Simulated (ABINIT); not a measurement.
# V (Im-3m) in ABINIT: a series of runs

The runs below take V through band structure, with r2SCAN.

Program: ABINIT 10.8.3 (patched build). These are calculated values, not measurements. Logs are shortened: lines on timing, memory, paths and dates and some standing lists are left out, and cuts for length are marked. The log counts tension as positive stress, the text compression.

**1. Starting point**

It takes space group Im-3m (No. 229, cubic). The conventional cell has a = 3.029 Å, b = 3.029 Å, c = 3.029 Å, α = 90.00°, β = 90.00°, γ = 90.00°. V (site symmetry m-3m) is surrounded by 8 V at 2.62 Å.

**2. Band structure, r2SCAN, collinear spin, ferromagnetic start**

Contents of run.abi:

```
ndtset 2

pp_dirpath "./"
pseudos "V.upf"

acell 3*1.0
rprim
    -2.8617067568     2.8617067568     2.8617067568
     2.8617067568    -2.8617067568     2.8617067568
     2.8617067568     2.8617067568    -2.8617067568
ntypat 1
znucl 23
natom 1
typat 1
xred
     0.0000000000     0.0000000000     0.0000000000

ecut 55.0

ixc -497498
usekden 1
nc_xccc_gspace 1
boxcutmin 3.0

occopt 3
tsmear 0.05 eV

nsppol 2
spinat
     0.0000000000     0.0000000000     2.0000000000

nstep 100

iomode 3
prtwf 0
prteig 0
prtebands 0
prtden1 1
prtkden1 1
prtvha1 1
prtvclmb1 1
prtpot1 1

kptopt1 1
ngkpt1 8 8 8
nshiftk1 1
shiftk1 0.0 0.0 0.0
nband1 11
tolvrs1 1.0e-9

iscf2 -2
getden2 1
getkden2 1
nband2 17
nbdbuf2 4
tolwfr2 1.0e-11
kptopt2 -5
ndivsm2 8
prteig2 1
prtvol2 -3
kptbounds2
     0.0000000000     0.0000000000     0.0000000000
     0.5000000000    -0.5000000000     0.5000000000
     0.0000000000     0.0000000000     0.5000000000
     0.0000000000     0.0000000000     0.0000000000
     0.2500000000     0.2500000000     0.2500000000
     0.5000000000    -0.5000000000     0.5000000000
```

Potentials or basis: Ansatz NC r2SCAN.

Command:

```
mpirun --bind-to none -np 4 abinit run.abi > log 2>&1
```

run.abo:

```text
[... set-up lines left out ...]
 ETOT  1  -79.567455258616    -7.957E+01 4.448E-01 1.639E+03 7.486E-01 7.486E-01
 ETOT  2  -79.610749632809    -4.329E-02 1.281E-02 1.111E+03 1.055E-01 6.432E-01
 ETOT  3  -79.638787781982    -2.804E-02 5.126E-03 1.136E+02 1.534E-01 4.898E-01
 ETOT  4  -79.640605667999    -1.818E-03 3.758E-03 1.286E+01 4.724E-02 4.426E-01
 ETOT  5  -79.640937038868    -3.314E-04 2.851E-03 1.178E+00 6.213E-02 3.804E-01
 ETOT  6  -79.640996495041    -5.946E-05 1.473E-03 9.658E-01 2.653E-02 3.539E-01
 ETOT  7  -79.641081250645    -8.476E-05 9.747E-04 6.528E-01 3.880E-02 3.151E-01
 ETOT  8  -79.641189406937    -1.082E-04 7.279E-04 1.512E-01 6.295E-02 2.521E-01
 ETOT  9  -79.641194722464    -5.316E-06 5.544E-04 7.770E-01 6.692E-02 1.852E-01
 ETOT 10  -79.641203383329    -8.661E-06 6.197E-04 1.214E-01 4.864E-02 2.339E-01
 ETOT 11  -79.641209200654    -5.817E-06 3.960E-04 2.322E-02 2.126E-02 2.126E-01
 ETOT 12  -79.641209366799    -1.661E-07 4.552E-04 1.421E-02 3.359E-04 2.123E-01
 ETOT 13  -79.641209545115    -1.783E-07 3.375E-04 6.146E-04 2.687E-03 2.150E-01
 ETOT 14  -79.641209543998     1.117E-09 3.271E-04 4.225E-04 7.172E-04 2.142E-01
 ETOT 15  -79.641209549097    -5.099E-09 2.780E-04 8.454E-05 4.112E-04 2.147E-01
 ETOT 16  -79.641209549779    -6.824E-10 2.575E-04 1.130E-06 1.072E-04 2.148E-01
 ETOT 17  -79.641209549784    -5.087E-12 2.106E-04 3.961E-08 1.845E-06 2.148E-01
 ETOT 18  -79.641209549795    -1.064E-11 1.890E-04 3.976E-10 1.041E-05 2.148E-01

 At SCF step   18       vres2   =  3.98E-10 < tolvrs=  1.00E-09 =>converged.

Result for kinetic energy density :

--------------------------------------------------------------------------------
 Total kinetic energy density [Ha/Bohr^3]
)     Maximum=    1.2612E+01  at reduced coord.    0.0000    0.0000    0.0000
)     Minimum=    9.5582E-03  at reduced coord.    0.7400    0.5000    0.2400
   Integrated=    3.0774E+01
 Spin up density      [Ha/Bohr^3]
)     Maximum=    6.3052E+00  at reduced coord.    0.0000    0.0000    0.0000
)     Minimum=    5.0370E-03  at reduced coord.    0.7400    0.5000    0.2400
   Integrated=    1.5872E+01
 Spin down density    [Ha/Bohr^3]
)     Maximum=    6.3065E+00  at reduced coord.    0.0000    0.0000    0.0000
)     Minimum=    4.5213E-03  at reduced coord.    0.7400    0.5000    0.2400
   Integrated=    1.4902E+01
 Magnetization (spin up - spin down) [Ha/Bohr^3]
)     Maximum=    4.0283E-01  at reduced coord.    0.0000    0.9200    0.9200
)     Minimum=   -1.3652E-03  at reduced coord.    0.0000    0.0000    0.0000
   Integrated=    9.7048E-01
 Relative magnetization (=zeta, between -1 and 1)
)     Maximum=    6.4135E-02  at reduced coord.    0.0000    0.8800    0.8800
)     Minimum=   -1.0825E-04  at reduced coord.    0.0000    0.0000    0.0000
--------------------------------------------------------------------------------

 Cartesian components of stress tensor (hartree/bohr^3)
  sigma(1 1)=  2.98619778E-04  sigma(3 2)=  0.00000000E+00
  sigma(2 2)=  2.98619778E-04  sigma(3 1)=  0.00000000E+00
  sigma(3 3)=  2.98619778E-04  sigma(2 1)=  0.00000000E+00

--- !ResultsGS
iteration_state: {dtset: 1, }
comment   : Summary of ground state results
lattice_vectors:
- [ -2.8617068,   2.8617068,   2.8617068, ]
- [  2.8617068,  -2.8617068,   2.8617068, ]
- [  2.8617068,   2.8617068,  -2.8617068, ]
lattice_lengths: [   4.95662,    4.95662,    4.95662, ]
lattice_angles: [109.471, 109.471, 109.471, ] # degrees, (23, 13, 12)
lattice_volume:   9.3742251E+01
convergence: {deltae: -1.064E-11, res2:  3.976E-10, residm:  1.890E-04, diffor: null, }
etotal    :  -7.96412095E+01
entropy   :   0.00000000E+00
fermie    :   4.41419892E-01
cartesian_stress_tensor: # hartree/bohr^3
- [  2.98619778E-04,   0.00000000E+00,   0.00000000E+00, ]
- [  0.00000000E+00,   2.98619778E-04,   0.00000000E+00, ]
- [  0.00000000E+00,   0.00000000E+00,   2.98619778E-04, ]
pressure_GPa:  -8.7857E+00
xred      :
- [  0.0000E+00,   0.0000E+00,   0.0000E+00,  V]
cartesian_forces: # hartree/bohr
- [ -0.00000000E+00,  -0.00000000E+00,  -0.00000000E+00, ]
force_length_stats: {min:   0.00000000E+00, max:   0.00000000E+00, mean:   0.00000000E+00, }
...

 Integrated electronic and magnetization densities in atomic spheres:
 ------------------------------------------------------------------------------------------------------------
 Radius=ratsph(iatom), smearing ratsm=  0.0000. Diff(up-dn)=approximate z local magnetic moment.
    Atom    Radius    up_density   dn_density  Total(up+dn)  Diff(up-dn)
    1  V   2.00000     5.434129     5.219355     10.653484     0.214774
[... 812 lines left out ...]
comment   : Summary of ground state results
lattice_vectors:
- [ -2.8617068,   2.8617068,   2.8617068, ]
- [  2.8617068,  -2.8617068,   2.8617068, ]
- [  2.8617068,   2.8617068,  -2.8617068, ]
lattice_lengths: [   4.95662,    4.95662,    4.95662, ]
lattice_angles: [109.471, 109.471, 109.471, ] # degrees, (23, 13, 12)
lattice_volume:   9.3742251E+01
convergence: {deltae:  0.000E+00, res2:  0.000E+00, residm:  9.956E-12, diffor:  0.000E+00, }
etotal    :  -7.96412095E+01
entropy   :   0.00000000E+00
fermie    :   4.41419892E-01
cartesian_stress_tensor: null
pressure_GPa: null
xred      :
- [  0.0000E+00,   0.0000E+00,   0.0000E+00,  V]
cartesian_forces: null
force_length_stats: {min: null, max: null, mean: null, }
...

 Integrated electronic and magnetization densities in atomic spheres:
 ------------------------------------------------------------------------------------------------------------
 Radius=ratsph(iatom), smearing ratsm=  0.0000. Diff(up-dn)=approximate z local magnetic moment.
    Atom    Radius    up_density   dn_density  Total(up+dn)  Diff(up-dn)
    1  V   2.00000     5.434129     5.219355     10.653484     0.214774
 ------------------------------------------------------------------------------------------------------------
  Sum:                 5.434129     5.219355     10.653484     0.214774
 Total magnetization (from the atomic spheres):                0.214774
 Total magnetization (exact up - dn):                          0.280431

================================================================================

 ----iterations are completed or convergence reached----

 Mean square residual over all n,k,spin=   38.733E-13; max=  99.555E-13
 reduced coordinates (array xred) for    1 atoms
       0.000000000000      0.000000000000      0.000000000000

 cartesian coordinates (angstrom) at end:
    1      0.00000000000000     0.00000000000000     0.00000000000000
 length scales=  1.000000000000  1.000000000000  1.000000000000 bohr
              =  0.529177210544  0.529177210544  0.529177210544 angstroms
 Eigenvalues (hartree) for nkpt=  48  k points, SPIN UP:
 kpt#   1, nband= 17, wtk=  1.00000, kpt=  0.0000  0.0000  0.0000 (reduced coord)
  -2.00399   -0.98191   -0.98191   -0.98191    0.17947    0.44992    0.44992    0.44992
   0.53420    0.53420    1.21165    1.21165    1.21165    1.46859    1.46859    1.60435
   1.60436
 kpt#   2, nband= 17, wtk=  1.00000, kpt=  0.0455 -0.0455  0.0455 (reduced coord)
  -2.00373   -0.98283   -0.98232   -0.98232    0.18573    0.44947    0.44947    0.45210
   0.52924    0.53600    1.19471    1.21602    1.21602    1.43192    1.50148    1.55846
   1.55882
 kpt#   3, nband= 17, wtk=  1.00000, kpt=  0.0909 -0.0909  0.0909 (reduced coord)
  -2.00296   -0.98538   -0.98351   -0.98351    0.20392    0.44869    0.44869    0.45852
   0.51498    0.54103    1.16069    1.22363    1.22363    1.35728    1.50520    1.50521
   1.58270
 kpt#   4, nband= 17, wtk=  1.00000, kpt=  0.1364 -0.1364  0.1364 (reduced coord)
  -2.00178   -0.98904   -0.98540   -0.98540    0.23231    0.44897    0.44897    0.46881
   0.49312    0.54826    1.12810    1.21733    1.21733    1.27838    1.48075    1.48075
   1.60151
 kpt#   5, nband= 17, wtk=  1.00000, kpt=  0.1818 -0.1818  0.1818 (reduced coord)
[... 160 lines left out ...]
  -1.99407   -1.00405   -1.00405   -0.99556    0.35520    0.35520    0.47778    0.55186
   0.55186    0.79773    0.79773    0.84116    1.13601    1.13601    1.37257    1.57941
   1.84458
 kpt#  46, nband= 17, wtk=  1.00000, kpt=  0.4500 -0.3500  0.4500 (reduced coord)
  -1.99337   -1.00371   -1.00371   -0.99953    0.34210    0.34210    0.52064    0.56090
   0.56090    0.80703    0.80703    0.83193    1.09569    1.09569    1.31958    1.63095
   1.89404
 kpt#  47, nband= 17, wtk=  1.00000, kpt=  0.4750 -0.4250  0.4750 (reduced coord)
  -1.99290   -1.00343   -1.00343   -1.00232    0.33341    0.33341    0.55601    0.56782
   0.56782    0.81297    0.81297    0.82065    1.07038    1.07038    1.27948    1.65496
   1.98476
 kpt#  48, nband= 17, wtk=  1.00000, kpt=  0.5000 -0.5000  0.5000 (reduced coord)
  -1.99273   -1.00333   -1.00333   -1.00333    0.33038    0.33038    0.57042    0.57042
   0.57042    0.81498    0.81498    0.81498    1.06173    1.06173    1.26509    1.66047
   2.07937
 Eigenvalues (hartree) for nkpt=  48  k points, SPIN DOWN:
 kpt#   1, nband= 17, wtk=  1.00000, kpt=  0.0000  0.0000  0.0000 (reduced coord)
  -1.99396   -0.97156   -0.97156   -0.97156    0.18456    0.46625    0.46625    0.46625
   0.53704    0.53704    1.21729    1.21729    1.21729    1.47038    1.47038    1.61846
   1.61847
 kpt#   2, nband= 17, wtk=  1.00000, kpt=  0.0455 -0.0455  0.0455 (reduced coord)
  -1.99369   -0.97248   -0.97196   -0.97196    0.19082    0.46573    0.46573    0.46842
   0.53207    0.53889    1.19983    1.22185    1.22185    1.43438    1.50384    1.57083
   1.57116
 kpt#   3, nband= 17, wtk=  1.00000, kpt=  0.0909 -0.0909  0.0909 (reduced coord)
  -1.99293   -0.97505   -0.97313   -0.97313    0.20902    0.46475    0.46475    0.47482
   0.51776    0.54406    1.16500    1.23015    1.23015    1.36034    1.51680    1.51681
   1.58597
 kpt#   4, nband= 17, wtk=  1.00000, kpt=  0.1364 -0.1364  0.1364 (reduced coord)
  -1.99175   -0.97871   -0.97500   -0.97500    0.23737    0.46478    0.46478    0.48506
   0.49582    0.55157    1.13180    1.22531    1.22531    1.28164    1.49116    1.49116
   1.61636
 kpt#   5, nband= 17, wtk=  1.00000, kpt=  0.1818 -0.1818  0.1818 (reduced coord)
[... 161 lines left out ...]
   0.56687    0.80626    0.80626    0.85173    1.14049    1.14049    1.37891    1.59287
   1.85434
 kpt#  46, nband= 17, wtk=  1.00000, kpt=  0.4500 -0.3500  0.4500 (reduced coord)
  -1.98341   -0.99310   -0.99310   -0.98895    0.34430    0.34430    0.53573    0.57636
   0.57636    0.81628    0.81628    0.84244    1.09913    1.09913    1.32557    1.64656
   1.90217
 kpt#  47, nband= 17, wtk=  1.00000, kpt=  0.4750 -0.4250  0.4750 (reduced coord)
  -1.98295   -0.99281   -0.99281   -0.99170    0.33549    0.33549    0.57154    0.58351
   0.58351    0.82291    0.82291    0.83101    1.07294    1.07294    1.28520    1.67162
   1.99223
 kpt#  48, nband= 17, wtk=  1.00000, kpt=  0.5000 -0.5000  0.5000 (reduced coord)
  -1.98278   -0.99270   -0.99270   -0.99270    0.33243    0.33243    0.58618    0.58618
   0.58618    0.82521    0.82521    0.82521    1.06394    1.06394    1.27070    1.67734
   2.08438

== END DATASET(S) ==============================================================
================================================================================

 -outvars: echo values of variables after computation  --------
            acell      1.0000000000E+00  1.0000000000E+00  1.0000000000E+00 Bohr
           etotal1    -7.9641209550E+01
            fcart1    -0.0000000000E+00 -0.0000000000E+00 -0.0000000000E+00
            rprim     -2.8617067568E+00  2.8617067568E+00  2.8617067568E+00
                       2.8617067568E+00 -2.8617067568E+00  2.8617067568E+00
                       2.8617067568E+00  2.8617067568E+00 -2.8617067568E+00
           strten1     2.9861977796E-04  2.9861977796E-04  2.9861977796E-04
                       0.0000000000E+00  0.0000000000E+00  0.0000000000E+00
 Calculation completed.
```

It took 3 min on 4 MPI ranks of Arm Neoverse V2, shared host; peak memory 0.6 GiB.

Results:

- Free energy: -2167.1477 eV
- Pressure: -8.8 GPa
- Band gap on the k mesh: none (metal or under the smearing width)
- Net moment: 0.28 μB per cell
- Site moments: V +0.21 μB
- Valence electrons inside the program's atomic spheres: V 10.65 (radii [1.0584] Å)

Levels at the corners of the path, in eV from the Fermi level:
Spin up:
```
point  band 3  band 4  band 5  band 6  band 7  band 8  band 9  band 10
    Γ  -38.73  -38.73   -7.13    0.23    0.23    0.23    2.52     2.52
    H  -39.31  -39.31   -3.02   -3.02    3.51    3.51    3.51    10.17
    N  -39.00  -38.74   -3.39   -1.32    1.27    2.43    2.87     3.89
    Γ  -38.73  -38.73   -7.13    0.23    0.23    0.23    2.52     2.52
    P  -39.15  -39.15   -1.38   -1.38   -1.38    2.93    2.93    10.26
    H  -39.31  -39.31   -3.02   -3.02    3.51    3.51    3.51    10.17
```
Spin down:
```
point  band 4  band 5  band 6  band 7  band 8  band 9
    Γ  -38.45   -6.99    0.68    0.68    0.68    2.60
    H  -39.02   -2.97   -2.97    3.94    3.94    3.94
    N  -38.46   -3.16   -0.91    1.39    2.63    2.97
    Γ  -38.45   -6.99    0.68    0.68    0.68    2.60
    P  -38.87   -1.06   -1.06   -1.06    3.04    3.04
    H  -39.02   -2.97   -2.97    3.94    3.94    3.94
```

Caveat: the k mesh is coarse (spacing up to 0.37 Å⁻¹), so the values aren't converged.

**3. Band structure, r2SCAN, collinear spin, ferromagnetic start**

Changes to run.abi since step 2:

```diff
@@ -3,3 +3,3 @@
 pp_dirpath "./"
-pseudos "V.upf"
+pseudos "V_ONCV_PBE-1.2.upf"
 
@@ -17,3 +17,3 @@
 
-ecut 55.0
+ecut 42.0
 
@@ -21,4 +21,2 @@
 usekden 1
-nc_xccc_gspace 1
-boxcutmin 3.0
```

Potentials or basis: SG15 NC PBE v1.2.

Command:

```
mpirun --bind-to none -np 4 abinit run.abi > log 2>&1
```

It took 41 s on 4 MPI ranks of Arm Neoverse V2, shared host; peak memory 0.48 GiB.

Results (log left out):

```
Free energy                                           : -1935.1391 eV
Pressure                                              : -6.6 GPa
Band gap on the k mesh                                : none (metal or under the smearing width)
Net moment                                            : 0.58 μB per cell
Site moments                                          : V +0.41 μB
Valence electrons inside the program's atomic spheres : V 10.60 (radii [1.0584] Å)
```

Levels at the corners of the path, in eV from the Fermi level:
Spin up:
```csv
point,band 4,band 5,band 6,band 7,band 8,band 9,band 10,band 11
Γ,-39.35,-7.41,-0.01,-0.01,-0.01,2.42,2.42,20.98
H,-39.93,-3.17,-3.17,3.32,3.32,3.32,9.87,9.87
N,-39.36,-3.62,-1.57,1.01,2.28,2.76,3.71,9.87
Γ,-39.35,-7.41,-0.01,-0.01,-0.01,2.42,2.42,20.98
P,-39.77,-1.64,-1.64,-1.64,2.83,2.83,10.11,10.11
H,-39.93,-3.17,-3.17,3.32,3.32,3.32,9.87,9.87
```
Spin down:
| point | band 2 | band 3 | band 4 | band 5 | band 6 | band 7 | band 8 | band 9 | band 10 | band 11 |
| --- | --- | --- | --- | --- | --- | --- | --- | --- | --- | --- |
| Γ | -38.76 | -38.76 | -38.76 | -7.02 | 0.92 | 0.92 | 0.92 | 2.70 | 2.70 | 21.36 |
| H | -39.32 | -39.32 | -39.32 | -2.94 | -2.94 | 4.24 | 4.24 | 4.24 | 10.48 | 10.48 |
| N | -39.59 | -39.02 | -38.77 | -3.08 | -0.70 | 1.36 | 2.79 | 3.10 | 4.63 | 10.50 |
| Γ | -38.76 | -38.76 | -38.76 | -7.02 | 0.92 | 0.92 | 0.92 | 2.70 | 2.70 | 21.36 |
| P | -39.17 | -39.17 | -39.17 | -0.92 | -0.92 | -0.92 | 3.16 | 3.16 | 10.65 | 10.65 |
| H | -39.32 | -39.32 | -39.32 | -2.94 | -2.94 | 4.24 | 4.24 | 4.24 | 10.48 | 10.48 |

Caveat: the k mesh is coarse (spacing up to 0.37 Å⁻¹), so the values aren't converged; the potentials were made for another functional, which shifts forces and pressure.

**4. Band structure, r2SCAN, collinear spin, ferromagnetic start**

Changes to run.abi since step 3:

```diff
@@ -3,3 +3,3 @@
 pp_dirpath "./"
-pseudos "V_ONCV_PBE-1.2.upf"
+pseudos "V.upf"
 
@@ -17,3 +17,3 @@
 
-ecut 42.0
+ecut 50.0
 
@@ -21,2 +21,4 @@
 usekden 1
+nc_xccc_gspace 1
+boxcutmin 3.0
```

Potentials or basis: PseudoDojo NC SR PBE v0.4.1 standard.

Command:

```
mpirun --bind-to none -np 4 abinit run.abi > log 2>&1
```

Run time: 2.8 min. Hardware: 4 MPI ranks of Arm Neoverse V2, shared host; peak memory 0.56 GiB.

The run converged. Its results:

- Free energy: -2020.1950 eV
- Pressure: -9.1 GPa
- Band gap on the k mesh: none (metal or under the smearing width)
- Net moment: 0.31 μB per cell
- Site moments: V +0.23 μB
- Valence electrons inside the program's atomic spheres: V 10.62 (radii [1.0584] Å)

Levels at the corners of the path, in eV from the Fermi level:
Spin up:
```tsv
point	band 3	band 4	band 5	band 6	band 7	band 8	band 9	band 10
Γ	-39.25	-39.25	-7.34	0.29	0.29	0.29	2.56	2.56
H	-39.81	-39.81	-3.05	-3.05	3.63	3.63	3.63	9.97
N	-39.51	-39.25	-3.45	-1.29	1.09	2.48	2.91	4.03
Γ	-39.25	-39.25	-7.34	0.29	0.29	0.29	2.56	2.56
P	-39.66	-39.66	-1.41	-1.41	-1.41	2.98	2.98	10.28
H	-39.81	-39.81	-3.05	-3.05	3.63	3.63	3.63	9.97
```
Spin down:
```tsv
point	band 2	band 3	band 4	band 5	band 6	band 7	band 8	band 9	band 10	band 11
Γ	-38.91	-38.91	-38.91	-7.14	0.75	0.75	0.75	2.70	2.70	21.13
H	-39.47	-39.47	-39.47	-2.94	-2.94	4.07	4.07	4.07	10.29	10.29
N	-39.74	-39.17	-38.92	-3.18	-0.86	1.26	2.73	3.08	4.46	10.35
Γ	-38.91	-38.91	-38.91	-7.14	0.75	0.75	0.75	2.70	2.70	21.13
P	-39.32	-39.32	-39.32	-1.06	-1.06	-1.06	3.15	3.15	10.53	10.53
H	-39.47	-39.47	-39.47	-2.94	-2.94	4.07	4.07	4.07	10.29	10.29
```

Caveat: the k mesh is coarse (spacing up to 0.37 Å⁻¹), so the values aren't converged; a meta-GGA on potentials with a model core is unreliable; the potentials were made for another functional, which shifts forces and pressure.

**5. The runs side by side**

```tsv
potentials or basis	cutoff (eV)	gap on the mesh (eV)	pressure (GPa)	moment (μB)
Ansatz NC r2SCAN	1497	none	-8.8	0.28
SG15 NC PBE v1.2	1143	none	-6.6	0.58
PseudoDojo NC SR PBE v0.4.1 standard	1361	none	-9.1	0.31
```

Alike in all rows: task band structure; level r2SCAN; spin collinear, ferromagnetic start; cell as given; k mesh 8 × 8 × 8; smearing fermi-dirac 0.05 eV; the mesh is coarse, so values aren't converged.

Caveats: all runs use coarse meshes; the potentials were made for another functional, which shifts forces and pressure (some runs); a meta-GGA on potentials with a model core is unreliable (some runs).

Absolute energies hang on the potentials; compare differences alone.
